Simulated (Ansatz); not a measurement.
PbO in the NiAs-type structure was relaxed with 5 functionals in Ansatz 0.2.0, cell and atoms free, the symmetry of the start kept (meshes: PBE 12×12×6, r2SCAN 12×12×4, PBEsol 12×12×4, LDA 12×12×4, HSE06 6×6×4). (Calculated; spin-unpolarised; the phase may be known or hypothetical.)

The PBEsol result:
Space group P6_3/mmc (No. 194). a = 3.542 Å, b = 3.542 Å, c = 6.428 Å, α = 90.00°, β = 90.00°, γ = 120.00°
```json
{"atom": "Pb", "site": "2a", "symmetry": "-3m.", "x": "0.0000", "y": "0.0000", "z": "0.0000"}
{"atom": "O", "site": "2c", "symmetry": "-6m2", "x": "0.3333", "y": "0.6667", "z": "0.2500"}
```

Space group P6_3/mmc (No. 194), hexagonal; conventional cell a = 3.542 Å, c = 6.428 Å, 17.46 Å³ an atom. Pb is surrounded by 6 O at 2.60 Å; O is surrounded by 6 Pb at 2.60 Å.

**Question.** What lattice does PBE give?

**Answer.** a = 3.611 Å, c = 6.508 Å; the volume differs by +5.2 % from PBEsol's. Pb is surrounded by 6 O at 2.64 Å; O is surrounded by 6 Pb at 2.64 Å.

**Question.** How does the cell change with LDA?

**Answer.** a = 3.503 Å, c = 6.370 Å; the volume differs by -3.1 % from PBEsol's. Pb is surrounded by 6 O at 2.57 Å; O is surrounded by 6 Pb at 2.57 Å.

**Question.** Held at the r2SCAN cell, what mean stress do LDA and PBE find, and does its sign point to their own minimum?

**Answer.** Yes. LDA -4.95 GPa, and its relaxed volume is -5.0 % from r2SCAN's; PBE +2.74 GPa, and its relaxed volume is +3.1 % from r2SCAN's. Compression counts positive, so a positive stress asks for a larger cell.

The cell is metallic with PBE, r2SCAN, PBEsol, LDA, and these meshes limit the relaxed cells of a metal. A gap that a hybrid shows on its coarser mesh alone may close between the points.

Spin-orbit coupling is left out; in compounds of Pb, Bi, Tl or Hg it can lower a gap by up to about 1 eV, split its edges or invert the bands.

The meshes of the hybrids are coarse, so their gaps aren't converged to the digits shown.
